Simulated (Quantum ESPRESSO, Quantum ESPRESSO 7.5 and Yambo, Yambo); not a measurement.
## CdTe (F-43m): G0W0 with and without spin-orbit coupling

Aim: spinor G0W0 for CdTe (F-43m) beside the scalar-relativistic result.

Method: PBE and many-body steps on it, plane waves, in Quantum ESPRESSO 7.5 and Yambo 5.3.0.

**Experimental background.**

- Gap 1.32 ± 0.02 eV: direct optical gap from Tauc analysis, 2.5 h deposition; UV-vis diffuse reflectance; film (electrodeposited 2.5 h on FTO, nearly stoichiometric) (“Electrodeposition of CdTe Thin Films for Solar Energy Water Splitting”, 2020, pmc:7177234).

- Gap 1.592 eV: near-band-edge L1 bound-exciton energy extrapolated to 0 K (Varshni), slightly below the true gap; temperature-dependent photoluminescence; 0 K; bulk crystal (vertical Bridgman single crystal) (“Photoluminescence characteristics of Cd1-xMnxTe single crystals grown by the vertical Bridgman method”, 2012, pmc:3275455).

- Gap 1.48 ± 0.02 eV: direct optical gap from Tauc analysis, 1.5 h deposition; UV-vis diffuse reflectance; film (electrodeposited 1.5 h on FTO, Te-rich) (“Electrodeposition of CdTe Thin Films for Solar Energy Water Splitting”, 2020, pmc:7177234).

## (1) The structure

It takes space group F-43m (No. 216, cubic). The conventional cell has a = 6.480 Å, b = 6.480 Å, c = 6.480 Å, α = 90.00°, β = 90.00°, γ = 90.00°. Nearest to Cd lie 4 Te at 2.81 Å. Te has 4 Cd at 2.81 Å nearest. Farther neighbours and most contacts between anions are not listed.

The cell and positions come from the Crystallography Open Database and are kept as given unless a step says otherwise. Spin-orbit coupling is left out unless a step names it.

## (2) Empty states on the mesh, 4×4×4 mesh, 137 bands

This step: Quantum ESPRESSO 7.5; DFT, PBE, plane waves, norm-conserving pseudopotentials.

The sums over transitions need many empty states on a uniform mesh; this step solves for them.

Input file pw.in:

```
&control
  calculation = 'nscf'
  prefix = 'x'
  outdir = 'o'
  pseudo_dir = 'pseudo'
/
&system
  ibrav = 0
  nat = 2
  ntyp = 2
  ecutwfc = 94.0
  nbnd = 137
  force_symmorphic = .true.
/
&electrons
  conv_thr = 1e-9
  electron_maxstep = 80
  diago_full_acc = .true.
  diago_thr_init = 5e-6
/
ATOMIC_SPECIES
  Cd 112.41 Cd.upf
  Te 127.6 Te.upf
CELL_PARAMETERS angstrom
  0.0000000000 3.2400000000 3.2400000000
  3.2400000000 0.0000000000 3.2400000000
  3.2400000000 3.2400000000 0.0000000000
ATOMIC_POSITIONS crystal
  Cd 0.0000000000 0.0000000000 0.0000000000
  Te 0.2500000000 0.2500000000 0.2500000000
K_POINTS automatic
  4 4 4 0 0 0
```

The run is started by

```bash
$ OMP_NUM_THREADS=1 mpirun -n 4 pw.x -nk 4 -in pw.in > pw.out
```

Log:

```text
Program PWSCF v.7.5 starts

     This program is part of the open-source Quantum ESPRESSO suite
     for quantum simulation of materials; please cite
         "P. Giannozzi et al., J. Phys.:Condens. Matter 21 395502 (2009);
         "P. Giannozzi et al., J. Phys.:Condens. Matter 29 465901 (2017);
         "P. Giannozzi et al., J. Chem. Phys. 152 154105 (2020);
     in publications or presentations arising from this work. More details at

     Atomic positions and unit cell read from directory:
     o/x.save/

     Message from routine setup:
[...]
-150.4559-100.4824-100.4824-100.4824 -93.9054 -54.9603 -54.9602 -54.9602
[...]
50.0998  50.9654  50.9654  51.3953  52.8916  52.8916  53.7707  54.0719
     [... 6 further rows ...]
    78.7152  78.7152  79.0966  79.0966  80.1377  80.1377  81.2752  82.6285
    82.8555

          k = 0.3536 0.0000 0.0000 (  7059 PWs)   bands (ev):

     [... further k-points ...]

     highest occupied, lowest unoccupied level (ev):     8.2696    9.0401

     XML data file, pseudopotentials, collected wavefunctions

=------------------------------------------------------------------------------=
   JOB DONE.
=------------------------------------------------------------------------------=
```

Run time: 22 s. Hardware: 4 MPI ranks of Arm Neoverse V2, shared host; peak memory 0.57 GiB; 86 s of CPU time.

This step gave:

```
gap                                                           : 0.7705 eV
k of the valence top                                          : 0, 0, 0
k of the conduction bottom                                    : 0, 0, 0
least direct gap                                              : 0.7705 eV
k points computed                                             : 8
lowest point of the top converged band, above the valence top : 70.6784 eV
```

On this mesh the gap is 0.770 eV.

The density comes from a self-consistent run that is not shown.

## (3) Conversion and set-up

This step: Yambo 5.3.0; conversion and set-up on PBE, plane waves, norm-conserving pseudopotentials.

The states are converted to the many-body program's format and the q mesh is built.

The run is started by

```bash
$ (cd o/x.save; p2y > p2y.log; mv SAVE ../..); yambo > setup.log
```

Log:

```text
 Yambo, version 5.3.0

 [02] CORE Variables Setup
 =========================

  [02.01] Unit cells
  ==================

  Cell kind             :  FCC
  Atoms in the cell     :  Cd  Te
  number of Cd atoms    :  1
  number of Te atoms    :  1

  List of atomic masses
  Mass of Cd    :  112.4100
  Mass of Te    :  127.6000

  List of atomic coordinates    : [cc]
  Cd1       :  0.000000  0.000000  0.000000  order 1
  Te1       :  3.061356  3.061356  3.061356  order 2

  Alat factors          :  6.122713  6.122713  6.122713 [a.u.]
  Direct lattice volume :  459.0517 [a.u.]
[...]
==========================================

 IBZ Q-points                                      :   8
 BZ  Q-points                                      :   64

 K/Q-points units:
 rlu = crystal or reduced units; cc = cartesian coordinates; iku = interal k-units

 Q [1]          [rlu]:  0.000000  0.000000  0.000000
 Q [2]          [rlu]: -0.71308E-17 -0.71308E-17  0.25000
 Q [3]          [rlu]:  0.14262E-16  0.14262E-16 -0.50000
[...]
Q [7]          [rlu]:  0.42627E-17 -0.50000     -0.50000
 Q [8]          [rlu]:  0.250000 -0.500000 -0.250000

  [03.01] X indexes
  =================

   [03.01.01] Sigma indexes
   ========================

 [06] Game Over & Game summary
```

Elapsed: 3.3 s, on 1 MPI rank; peak memory 0.26 GiB.

## (4) Scalar-relativistic

G0W0 replaces the xc potential by the self-energy, built once from these orbitals. Only a window of levels is corrected, while the sums run over the empty bands that the input names.

This step: G0W0 on PBE, plane waves, norm-conserving pseudopotentials.

Input file gw1.in:

```
HF_and_locXC
gw0
dyson
ppa
em1d
rim_cut
RandQpts= 1000000
RandGvec= 1 RL
EXXRLvcs= 94 Ry
VXCRLvcs= 376 Ry
Chimod= "HARTREE"
% BndsRnXp
 1 | 137 |
%
NGsBlkXp= 11.5 Ry
% LongDrXp
 1 | 1 | 1 |
%
% GbndRnge
 1 | 137 |
%
DysSolver= "n"
ExtendOut
PPAPntXp= 27.21138 eV
% QPkrange
 1 | 1 | 21 | 24 |
%
```

The run is started by

```bash
$ OMP_NUM_THREADS=1 mpirun -n 4 yambo -F gw1.in -J gw1 -C gw1 > gw1.log
```

Log:

```text
 Yambo, version 5.3.0

 [02] CORE Variables Setup
 =========================

  [... cell, symmetries and grids as in the set-up ...]

  [02.05] Energies & Occupations
  ==============================

  [X] === General ===
  [X] Electronic Temperature                        :  0.000000  0.000000 [eV K]
  [X] Bosonic    Temperature                        :  0.000000  0.000000 [eV K]
  [X] Finite Temperature mode                       : no
  [X] El. density                                   :  0.64683E+24 [cm-3]
  [X] Fermi Level                                   :  8.269562 [eV]

  [X] === Gaps and Widths ===
  [X] Conduction Band Min                           :  0.770493 [eV]
  [X] Valence Band Max                              :  0.000000 [eV]
  [X] Filled Bands                                  :  22
  [X] Empty Bands                                   :   23  137
  [X] Direct Gap                                    :  0.770493 [eV]
  [X] Direct Gap localized at k                     :  1
  [X] Indirect Gap                                  :  0.770493 [eV]
  [X] Indirect Gap between kpts                     :  1  1
  [X] Last valence band width                       :  2.192418 [eV]
  [X] 1st conduction band width                     :  3.488558 [eV]

 [03] Transferred momenta grid and indexing
 ==========================================

 IBZ Q-points                                      :   8
 BZ  Q-points                                      :   64

 K/Q-points units:
 rlu = crystal or reduced units; cc = cartesian coordinates; iku = interal k-units

 Q [1]          [rlu]:  0.000000  0.000000  0.000000
 Q [2]          [rlu]: -0.71308E-17 -0.71308E-17  0.25000
 Q [3]          [rlu]:  0.14262E-16  0.14262E-16 -0.50000
 Q [4]          [rlu]: -0.21313E-17  0.25000      0.25000
 Q [5]          [rlu]: -0.78397E-17  0.25000      0.50000
 Q [6]          [rlu]:  0.14262E-16  0.25000     -0.25000
 Q [7]          [rlu]:  0.42627E-17 -0.50000     -0.50000
 Q [8]          [rlu]:  0.250000 -0.500000 -0.250000

 [04] Coloumb potential Random Integration (RIM)
 ===============================================

  [04.01] RIM initialization
  ==========================

  * Diagonal components only detected *

  8 x (sBL volume)        :  0.067544 [a.u.]
  sBZ random points       :  1000000
  Points outside the sBZ  :   7968281
  RL volume               :  0.540354 [a.u.]
  Integrated volume       :  0.542504 [a.u.]

  [04.02] RIM integrals
  =====================

  Gamma point sphere radius             :  0.073872 [a.u.]
  Points outside the sphere             :   800476
  [Int_sBZ(q=0) 1/q^2]*(Vol_sBZ)^(-1/3) =:  7.776341
                                 should be <:  7.795600

  Summary of Coulomb integrals for non-metallic bands |Q|[au] RIM/Bare

  Q [1] 0.100000E-4 0.997530 * Q [2] 0.222181 1.068569
  Q [4] 0.256552 1.068679 * Q [6] 0.362820 1.030574
  Q [5] 0.425444 1.023203 * Q [3] 0.444362 1.020753
  Q [7] 0.513105 1.016896 * Q [8] 0.573668 1.013852

 [05] Dipoles
 ============

  [05.01] Setup: observables and procedures
  =========================================

 [06] Dynamic Dielectric Matrix (PPA)
 ====================================

 [WR./gw1//ndb.pp]---------------------------------------------------------------
  Brillouin Zone Q/K grids (IBZ/BZ)                :    8   64    8   64
  RL vectors                                       :   8363 [WF]
  Coulomb cutoff potential                         : none
  Electronic Temperature                           :  0.000000 [K]
  Bosonic    Temperature                           :  0.000000 [K]
  PPA    diel. fun.  energies                      : Perdew, Burke & Ernzerhof(X)+Perdew, Burke & Ernzerhof(C)
  wavefunctions                                    : Perdew, Burke & Ernzerhof(X)+Perdew, Burke & Ernzerhof(C)
  Global Gauge                                     : length
  X matrix size                                    :   339
  X band range                                     :    1  137
  X e/h energy range                               : -1.000000 -1.000000 [eV]
  X Time ordering                                  : R
  X Hxc Kernel                                     : HARTREE
  X Drude frequency                                :  0.000000  0.000000
  X poles                                          :  100.0000 [o/o]
  RL vectors in the sum                            :   8363
  [r,Vnl] included                                 : yes
  Field direction                                  :  0.577350E-5  0.577350E-5  0.577350E-5
  BZ energy Double Grid                            : no
  BZ energy DbGd points                            : 0
  BZ Q point size factor                           : -1.000000
  X Optical Averaged directions                    : none

 [07] Local Exchange-Correlation + Non-Local Fock
 ================================================

 [VXC] Plane waves :   56833
 [EXS] Plane waves :   7239

 QP @ state[ 1 ] K range:  1  1
 QP @ state[ 1 ] b range:  21  24

 [xc] Functional : Perdew, Burke & Ernzerhof(X)+Perdew, Burke & Ernzerhof(C)
 [xc] LIBXC used to calculate xc functional
  PP Number of Atomic Species                      :  2
  NLCC RL compoments                               :   56833
  PP Number of Atomic Species                      :  2
  NLCC RL compoments                               :   56833

 [xc] E_xc :  -35.75596 [Ha]
      E_xc :  -71.51192 [Ry]

  Local XC kind (lXC) : Perdew, Burke & Ernzerhof(X)+Perdew, Burke & Ernzerhof(C)
  Non-Local XC kind (nlXC) : Hartree-Fock

  Corrections @ K [1] :  [eV]
 <21|nlXC|21> = -16.37052 -0.54642E-17 <21|lXC|21> = -14.42006  0.18882E-15
 <22|nlXC|22> = -16.37045  0.14872E-17 <22|lXC|22> = -14.42006  0.42216E-20
 <23|nlXC|23> = -8.185957  0.52434E-17 <23|lXC|23> = -11.98125 -0.14054E-19
 <24|nlXC|24> = -5.957608 -0.18975E-17 <24|lXC|24> = -10.13165 -0.25136E-20

 [08] Dyson equation: Newton solver
 ==================================

  [08.01] G0W0 (W PPA)
  ====================

  [  GW  ] Bands range     :    1  137
  [GW/PPA] G damping       :  0.100000 [eV]

  QP @ state[ 1 ] K range:  1  1
  QP @ state[ 1 ] b range:  21  24

   Sc/G bands                                       :    1  137
   Sc/G damping                                     :  0.100000 ev
   Sc bands terminator                              : no
   Sx RL components                                 :   7239

   QP @ state[ 1 ] K range                          :  1  1
   QP @ state[ 1 ] b range                          :  21  24
   GF energies kind                                 : Perdew, Burke & Ernzerhof(X)+Perdew, Burke & Ernzerhof(C)
   GF WF`s kind                                     : Perdew, Burke & Ernzerhof(X)+Perdew, Burke & Ernzerhof(C)
   Xs energies kind                                 : Perdew, Burke & Ernzerhof(X)+Perdew, Burke & Ernzerhof(C)
   Xs WF`s kind                                     : Perdew, Burke & Ernzerhof(X)+Perdew, Burke & Ernzerhof(C)

 [11] Game Over & Game summary
```

Run time: 4.4 min. Hardware: 4 MPI ranks; peak memory 2.4 GiB.

Numbers from this step:

| Quantity | Value |
| --- | --- |
| G0W0 gap on the points computed | 1.538 eV |
| starting gap on the mesh | 0.7705 eV |
| k of the valence top | 0, 0, 0 |
| k of the conduction bottom | 0, 0, 0 |
| least direct G0W0 gap on the computed points | 1.538 eV |
| Z at the valence top | 0.7988 |
| Z at the conduction bottom | 0.8108 |

The gap on the mesh goes from 0.77 eV to 1.54 eV, a correction of +0.77 eV.

## (5) Empty states on the mesh, 4×4×4 mesh, 274 bands

This step: Quantum ESPRESSO 7.5; DFT, PBE with spin-orbit coupling, plane waves, norm-conserving pseudopotentials.

Changes to pw.in since step 2:

```diff
@@ -11,4 +11,6 @@
   ecutwfc = 94.0
-  nbnd = 137
+  nbnd = 274
   force_symmorphic = .true.
+  noncolin = .true.
+  lspinorb = .true.
 /
```

The run is started by

```bash
$ OMP_NUM_THREADS=1 mpirun -n 4 pw.x -nk 4 -in pw.in > pw.out
```

Log:

```text
[banner, memory and clock lines left out]
Program PWSCF v.7.5 starts

     Atomic positions and unit cell read from directory:
     o/x.save/

     Message from routine setup:
     using ibrav=0 with symmetry is DISCOURAGED, use correct ibrav instead

     G-vector sticks info

     bravais-lattice index     =            0
     lattice parameter (alat)  =       8.6588  a.u.
     unit-cell volume          =     459.0517 (a.u.)^3
     number of atoms/cell      =            2
     number of atomic types    =            2
     number of electrons       =        44.00
[...]
[... 23 further rows ...]
[...]
84.2047  84.2047

          k =-0.3536-0.3536 0.3536 (  7120 PWs)   bands (ev):

  -150.2832-150.2832-107.1009-107.1009 -97.3932 -97.3932 -97.3932 -97.3932
[...]
27.1970  27.1970  27.2327  27.2327  28.7808  28.7808  29.7611  29.7611
     [... 23 further rows ...]
    82.0207  82.0207  82.0257  82.0257  82.1959  82.1959  82.8839  82.8839
    82.9057  82.9057

          k = 0.3536 0.0000 0.0000 (  7059 PWs)   bands (ev):

     [... further k-points ...]

     highest occupied, lowest unoccupied level (ev):     8.5543    9.0582

     XML data file, pseudopotentials, collected wavefunctions
```

Wall time 1.9 min (4 MPI ranks); peak memory 1.6 GiB; 7.6 min of CPU time.

This step gave:

- gap: 0.5040 eV
- k of the valence top: 0, 0, 0
- k of the conduction bottom: 0, 0, 0
- least direct gap: 0.5040 eV
- k points computed: 8
- lowest point of the top converged band, above the valence top: 72.1428 eV

On this mesh the gap is 0.504 eV.

The density comes from a self-consistent run that is not shown, made with spin-orbit coupling and fully relativistic files.

## (6) Conversion and set-up

This step: Yambo 5.3.0; conversion and set-up on PBE with spin-orbit coupling, plane waves, norm-conserving pseudopotentials.

The run is started by

```bash
$ (cd o/x.save; p2y > p2y.log; mv SAVE ../..); yambo > setup.log
```

Log:

```text
 Yambo, version 5.3.0

 [02] CORE Variables Setup
 =========================

  [02.01] Unit cells
  ==================

  Cell kind             :  FCC
  Atoms in the cell     :  Cd  Te
  number of Cd atoms    :  1
  number of Te atoms    :  1

  List of atomic masses
  Mass of Cd    :  112.4100
  Mass of Te    :  127.6000

  List of atomic coordinates    : [cc]
  Cd1       :  0.000000  0.000000  0.000000  order 1
  Te1       :  3.061356  3.061356  3.061356  order 2

  Alat factors          :  6.122713  6.122713  6.122713 [a.u.]
  Direct lattice volume :  459.0517 [a.u.]
[...]
==========================================

 IBZ Q-points                                      :   8
 BZ  Q-points                                      :   64

 K/Q-points units:
 rlu = crystal or reduced units; cc = cartesian coordinates; iku = interal k-units

 Q [1]          [rlu]:  0.000000  0.000000  0.000000
 Q [2]          [rlu]: -0.71308E-17 -0.71308E-17  0.25000
 Q [3]          [rlu]:  0.14262E-16  0.14262E-16 -0.50000
[...]
Q [7]          [rlu]:  0.42627E-17 -0.50000     -0.50000
 Q [8]          [rlu]:  0.250000 -0.500000 -0.250000

  [03.01] X indexes
  =================

   [03.01.01] Sigma indexes
   ========================

 [06] Game Over & Game summary
```

It took 4 s on 1 MPI rank; peak memory 0.26 GiB.

[end of part 1 of 2]

[Paths, hosts, dates, memory and timing lines, banners, echoed tables and standing remarks are left out of the program output.]

[Logs are printed without paths, hosts, clocks, repeated set-up lines and the standing remarks that a program may print on its own settings, such as how far it seeks lower states.]

[Runs of the session that timed out or met a known fault of the program may be left out.]

[Hosts, paths, dates, database ids (printed as entryN), source tags and the programs' standing remarks are cut or masked in the printed files.]
